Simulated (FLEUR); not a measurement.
**Fe3Ge under changes of volume**

One of the cells (12.262 Å³/atom); the others are scaled copies at fixed shape and fractional positions:

```
Ge Fe
1.0
     3.66050    0.00000    0.00000
     0.00000    3.66050    0.00000
     0.00000    0.00000    3.66050
Ge Fe
1 3
Direct
  0.00000 0.00000 0.00000
  0.50000 0.00000 0.50000
  0.50000 0.50000 0.00000
  0.00000 0.50000 0.50000
```

The cell comes from a database or a generator and needn't be the stable form of this composition.

```yaml
Program: FLEUR MaX-R8.1 (later development tree)
Functional: r2SCAN
Potentials_or_basis: all-electron
Basis: FLAPW
Kmax: 4.45 1/bohr
k_mesh: 7 × 7 × 7
Occupations: fermi-dirac, width 0.05 eV
Spin: collinear spin, ferromagnetic start
Starting_moments: "[0.0, 3.0, 3.0, 3.0] μB"
```

| volume (Å³/atom) | energy over the lowest point (meV/atom) | moment (μB per cell) |
| --- | --- | --- |
| 11.526 | 28.83 | 7.39 |
| 11.772 | 14.95 | 7.63 |
| 12.262 | 0.00 | 7.92 |
| 12.752 | 4.76 | 8.07 |
| 12.998 | ? | ? |

Task: What does the run at 12.998 Å³/atom give?

Result: Energy over the lowest point 13.87 meV/atom; moment 8.12 μB per cell.

Worked out: A Birch-Murnaghan fit of order 2 (a polynomial in V^(-2/3)) to the other rows has its minimum at 12.38 Å³/atom with B0 = V·E''(V) = 141 GPa. It gives 12.40 meV/atom at 12.998 Å³/atom, against the run's 13.87. A parabola through the other rows of the moment, of slope -0.0673 μB per Å³/atom there, extrapolates to 8.07 μB, against the run's 8.12.

Energies are extrapolated to zero smearing.

Caveats: the meta-GGA is that of a development version, with a GGA for the radial functions and cores and without core tails.
